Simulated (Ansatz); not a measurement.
KF, pressure series

The reference is KF in the rock salt structure (space group Fm-3m, No. 225; a = 5.3183 Å).

Cell and atoms are relaxed at each pressure.

Method: r2SCAN/PAW in Ansatz (an electronic-structure program), without spin-orbit coupling.

```json
[
 {"pressure (GPa)": "-2", "volume per atom (Å³/atom)": "20.101"},
 {"pressure (GPa)": "-1", "volume per atom (Å³/atom)": "19.388"},
 {"pressure (GPa)": "0", "volume per atom (Å³/atom)": "18.803"},
 {"pressure (GPa)": "0.9", "volume per atom (Å³/atom)": "18.354"},
 {"pressure (GPa)": "2.1", "volume per atom (Å³/atom)": "?"},
 {"pressure (GPa)": "4.5", "volume per atom (Å³/atom)": "17.015"},
 {"pressure (GPa)": "9", "volume per atom (Å³/atom)": "15.890"},
 {"pressure (GPa)": "22.5", "volume per atom (Å³/atom)": "13.905"},
 {"pressure (GPa)": "30", "volume per atom (Å³/atom)": "13.199"}
]
```

**Question.** Fit the third-order Birch–Murnaghan form P(V) = (3B₀/2)[(V₀/V)^(7/3) − (V₀/V)^(5/3)]·[1 + (3/4)(B₀′ − 4)((V₀/V)^(2/3) − 1)] (squares taken in P) to the rows shown and predict the withheld row.

**Answer.** Least squares on the printed values gives V₀ = 18.802 Å³/atom, B₀ = 35.3 GPa, B₀′ = 4.9; this predicts 17.845 Å³/atom, and the run gives 17.845 Å³/atom, in agreement.

Measured bulk modulus of KF: 34.2 GPa (0 K or low temperature; as listed in Klaus Doll, Hermann Stoll, Phys. Rev. B (1997)); the computed value is 3 % above it.

Load acts through the strain it causes; cell and atoms are relaxed under it. Whether these cells are dynamically stable was not tested. Competing high-pressure phases were not computed.
